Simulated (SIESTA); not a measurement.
The system is BP.

```
P B
1.0
     0.00000    2.26900    2.26900
     2.26900    0.00000    2.26900
     2.26900    2.26900    0.00000
P B
1 1
Direct
  0.75000 0.75000 0.75000
  0.00000 0.00000 0.00000
```

Base run:

| Property | Result |
| --- | --- |
| Program | SIESTA 5.4.2 |
| Functional | vdW-DF-cx |
| Potentials or basis | PseudoDojo 0.4 standard (PBE files) |
| Basis | DZP (energy shift 0.003 Ry) |
| Grid cutoff | 500 Ry |
| Energy shift | 0.003 Ry |
| k mesh | 10 × 10 × 10 |
| Occupations | fermi-dirac, width 0.05 eV |
| Spin | no spin polarisation |

Its results: band gap on the k mesh 1.25 eV, indirect (least direct gap 3.43 eV); pressure 3.3 GPa.

Problem. After a change of settings the same cell gave: band gap on the k mesh 1.28 eV, indirect (least direct gap 3.42 eV); pressure 4.4 GPa. Which change was it?
A. functional from vdW-DF-cx to PBEsol; potentials or basis from PseudoDojo 0.4 standard (PBE files) to PseudoDojo 0.4 standard (PBEsol files)
B. functional from vdW-DF-cx to AM05; potentials or basis from PseudoDojo 0.4 standard (PBE files) to PseudoDojo 0.4 standard (PBEsol files)
C. functional from vdW-DF-cx to PBE
D. functional from vdW-DF-cx to LDA; potentials or basis from PseudoDojo 0.4 standard (PBE files) to PseudoDojo 0.4 standard (LDA files)

Solution. C.

Caveats: the basis of atomic orbitals isn't converged, which shifts pressures, moduli and gaps; the potentials were made for another functional, which shifts forces and pressure (some runs).

Not every run made on this cell is shown here.
